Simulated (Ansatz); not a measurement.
A single-point calculation of rocksalt AlN with Ansatz, at the level HSE06. The cell was relaxed with r2SCAN and then strained (epitaxial +2.0 % in the xy plane, free normal strain -1.46 %), with the atoms relaxed again with r2SCAN; k points keep the names of the unstrained zone.

The input:
```yaml
crystal:
  lattice:
    - [0.0, 2.0592458212, 1.9894038838]
    - [2.0592458212, 0.0, 1.9894038838]
    - [2.0592458212, 2.0592458212, 0.0]
  atoms:
    - { symbol: Al, position: [0.0, 0.0, 0.0] }
    - { symbol: "N", position: [0.5, 0.5, 0.5] }
kpoints:
  mp_grid: { grid: [8, 8, 8] }
  band_path:
    path:
      - [0.0, 0.0, 0.0]
      - [0.5, 0.0, 0.5]
      - [0.625, 0.25, 0.625]
      - [0.375, 0.375, 0.75]
      - [0.5, 0.5, 0.5]
      - [0.5, 0.25, 0.75]
      - [0.5, 0.5, 0.0]
    npoints: 1
hamiltonian:
  xc: hse06
scf:
  occupations: { method: fixed }
  n_extra_bands: 4
output:
  forces: true
  stress: true
  eigenvalues: true
  write_density: true
  write_potential: true
  elf: true
  volumetric_format: npy
```

Wall time 20 s on 1 × NVIDIA H100 80GB HBM3 with 2 threads of AMD EPYC 7R13 Processor (Zen 3) (shared host); peak host memory 1.6 GiB.

What the program printed (shortened):
```
scf.n_extra_bands = 4 over 4 filled bands (N_el = 8.0): the run solves 8 bands
Functional definition: HSE06
Crystal: 2 atoms, lattice volume = 16.872 Å³
Basis set: ecut = 420 eV, 331 PW (Γ)
Symmetry: 16 space group operations
Space group: I4/mmm (ITA 139)
k-points: 59 of 512
[warm-up without exact exchange]
SCF iter   1: HF=-923.904748 eV  Δρ=1.31e-3  dr2=8.64e-5
SCF iter   2: HF=-923.904883 eV  Δρ=6.03e-4  dr2=1.67e-5
SCF 1 stopped early in 2 iterations: F = -923.904925 eV  dr2 = 1.67e-5
[exact exchange on]
Exchange kernel: α = 0.2500, screened, ω = 0.2079 Å⁻¹, Wigner–Seitz truncation, v(0) = 1046.3975 eV·Å³, q-mesh 8×8×8
SCF iter   1: HF=-924.399022 eV  Δρ=6.80e-3  dr2=3.61e-3
preconditioner: auto → none  [insulator: Δε(μ)=5.521 eV  ℏωp=25.6 eV]
SCF iter   2: HF=-924.397365 eV  Δρ=3.00e-3  dr2=9.92e-4
SCF iter   3: HF=-924.396961 eV  Δρ=1.99e-4  dr2=1.99e-4
SCF iter   4: HF=-924.399227 eV  Δρ=5.20e-4  dr2=2.46e-5
SCF iter   5: HF=-924.399219 eV  Δρ=4.58e-5  dr2=2.31e-6
SCF 2 stopped early in 5 iterations: F = -924.399219 eV  dr2 = 2.31e-6
hybrid outer 1: dexx = +2.543e-3 eV, tail = 7.91e-6 eV
SCF iter   1: HF=-924.399252 eV  Δρ=5.29e-5  dr2=3.74e-7
SCF iter   2: HF=-924.399252 eV  Δρ=9.60e-6  dr2=1.97e-8
SCF iter   3: HF=-924.399252 eV  Δρ=6.62e-6  dr2=6.60e-9
SCF 3 converged in 3 iterations: F = -924.399252 eV  dr2 = 6.60e-9
hybrid outer 2: dexx = +1.605e-7 eV, tail = 1.47e-8 eV, Δε = 9.34e-4 eV
hybrid SCF converged: 2 outer / 8 inner (+2 warm-up)
Free energy (F): -924.399252 eV
Fermi energy:    10.185978 eV
--- Stress (GPa, compression-positive) ---
      -10.464453       0.000000       0.000000
        0.000000     -10.464453       0.000000
        0.000000       0.000000      -1.492390
  P = ⅓ Tr σ = -7.4738 GPa (-74.738 kbar)
--- Band table (eV; the first three rows and the last of 59) ---
  k-point 0: bands = [-8.9078, 9.8768, 10.1860, 10.1860, 16.9440, 23.5158, 23.5158, 23.9791]
  k-point 1: bands = [-8.5738, 8.4758, 9.8286, 9.9591, 17.8631, 22.5262, 23.9244, 24.2926]
  k-point 2: bands = [-7.6267, 5.4385, 9.4501, 9.4683, 18.2371, 22.7965, 23.5092, 24.2981]
  k-point 58: bands = [-4.3488, 2.3346, 6.9247, 6.9247, 15.7147, 16.4226, 26.3409, 29.0189]
```

The rows of the band table are 0: (0, 0, 0) = Γ, 1: (0, 0, 1/8), 2: (0, 0, 1/4), 58: (-1/2, -1/2, 0) = X.

bands.tsv, columns around the gap (it counts bands from 0):
```tsv
# k_distance	band_0	band_1	band_2	band_3	band_4	band_5	band_6	band_7
# fermi_ev = 10.185978
# [0, 0, 0] at k_distance = 0.000000
# [0.5, 0, 0.5] at k_distance = 1.525604
# [0.625, 0.25, 0.625] at k_distance = 2.074536
# [0.375, 0.375, 0.75] at k_distance = 3.014319
# [0.5, 0.5, 0.5] at k_distance = 3.970547
# [0.5, 0.25, 0.75] at k_distance = 5.068411
# [0.5, 0.5, 0] at k_distance = 7.392865
# levels_relative_to = fermi_ev
0.000	-19.094	-0.309	0.000	0.000	6.758	13.330	13.330	13.793
1.526	-14.824	-8.007	-3.248	-2.751	5.846	6.590	15.720	18.597
2.075	-14.758	-7.061	-5.893	-2.466	7.169	10.761	14.350	16.278
3.014	-14.619	-6.962	-5.830	-2.702	6.807	10.372	14.666	16.155
3.971	-15.733	-8.934	-1.311	-1.193	7.260	11.971	12.841	15.066
5.068	-14.540	-6.236	-6.118	-4.076	9.324	11.888	12.213	13.427
7.393	-14.535	-7.851	-3.261	-3.261	5.529	6.237	16.155	18.833
```
In order the rows are Γ, X, U, K, L, W, X.

Planar averages along the third cell vector, from rho_z.tsv and v_z.tsv (valence density with its augmentation; electrostatic potential energy of an electron, of which only differences have a meaning):

| z (Å) | ρ (e/Å³) | v_es (eV) |
| --- | --- | --- |
| 0.00 | 0.190 | 4.87 |
| 0.15 | 0.199 | 4.89 |
| 0.44 | 0.275 | 5.07 |
| 0.58 | 0.344 | 5.12 |
| 0.73 | 0.434 | 4.86 |
| 0.87 | 0.543 | 4.33 |
| 1.16 | 0.750 | 2.93 |
| 1.31 | 0.807 | 2.31 |
| 1.46 | 0.826 | 2.06 |
| 1.60 | 0.807 | 2.31 |
| 1.89 | 0.656 | 3.66 |
| 2.04 | 0.543 | 4.33 |
| 2.18 | 0.434 | 4.86 |
| 2.33 | 0.344 | 5.12 |
| 2.62 | 0.227 | 4.95 |
| 2.77 | 0.199 | 4.89 |

With HSE06 the valence top lies at Γ and the conduction bottom at X, 5.53 eV higher; the smallest vertical gap, at Γ, is 6.76 eV. The gap is the least over the mesh and the extra points. With the atoms held, the mean pressure is -7.5 GPa (compression positive). The stress of a hybrid is loosely converged here.

These are computed values for a spin-unpolarised cell that may be hypothetical; none is a measurement.

The meshes of the hybrids are coarse, so their gaps aren't converged to the digits shown.
